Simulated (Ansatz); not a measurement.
SrVO3 in Ansatz: convergence with k mesh

Input of the first run (k mesh 2 × 2 × 2); the others differ in this setting and in those tied to it:

input.yaml

```yaml
crystal:
  lattice:
    - [3.8409, 0.0, 0.0]
    - [0.0, 3.8409, 0.0]
    - [0.0, 0.0, 3.8409]
  atoms:
    - { symbol: Sr, position: [0.5, 0.5, 0.5] }
    - { symbol: V, position: [0.0, 0.0, 0.0], spin: 2.0 }
    - { symbol: O, position: [0.0, 0.0, 0.5] }
    - { symbol: O, position: [0.0, 0.5, 0.0] }
    - { symbol: O, position: [0.5, 0.0, 0.0] }
hamiltonian:
  xc: pbe
  pseudopotentials: { kind: nc }
magnetization:
  spin_polarized: true
kpoints:
  mp_grid: { grid: [2, 2, 2] }
scf:
  occupations: { method: fermi_dirac, width: 0.1 }
output:
  forces: true
  stress: true
  eigenvalues: true
```

Potentials or basis: PseudoDojo standard (PBE files) with Ansatz NC.

Launch:

```sh
$ ansatz run input.yaml --threads 2 --pin off --max-ram 5632MiB --backend cpu --events-out ev --progress --plain --runs-dir out
```

Hardware: 2 threads of Arm Neoverse V2, on a shared host.

| k mesh | energy less the tightest run, at zero smearing (meV/atom) | pressure (GPa) | absolute moment (μB) | SCF cycles | CPU time (s) | peak memory (GiB) |
| --- | --- | --- | --- | --- | --- | --- |
| 2 × 2 × 2 | 57.06 | 3.15 | 0.71 | 14 | 4.3 | 0.41 |
| 3 × 3 × 3 | 10.97 | 2.73 | 0.29 | 15 | 4.9 | 0.41 |
| 4 × 4 × 4 | 13.74 | 3.26 | 0.63 | 12 | 8.5 | 0.49 |
| 5 × 5 × 5 | 3.80 | 3.31 | 0.78 | 10 | 7.3 | 0.48 |
| 6 × 6 × 6 | 2.05 | 2.63 | 0.30 | 15 | 21 | 0.54 |
| 8 × 8 × 8 | -0.07 | 2.47 | 0.00 | 16 | 36 | 0.63 |
| 10 × 10 × 10 | 1.40 | 2.51 | 0.00 | 17 | 71 | 0.77 |
| 11 × 11 × 11 | 0.00 | 2.47 | 0.00 | 15 | 53 | 0.77 |

Against the tightest run, the pressure stays within 0.1 GPa from 8 × 8 × 8 on; the absolute moment stays within 0.02 μB from 8 × 8 × 8 on. Not settled before the last step: the energy (to 1 meV/atom). Meshes of other sizes hit other points, so gaps and Fermi surfaces needn't settle smoothly. The tightest run that finished is the yardstick and may itself not be fully converged.

Caveat, for the tightest run too: semilocal functionals often make such compounds metallic where correlation or magnetic order opens a gap, which also shifts bond lengths; the starting moments weren't kept.
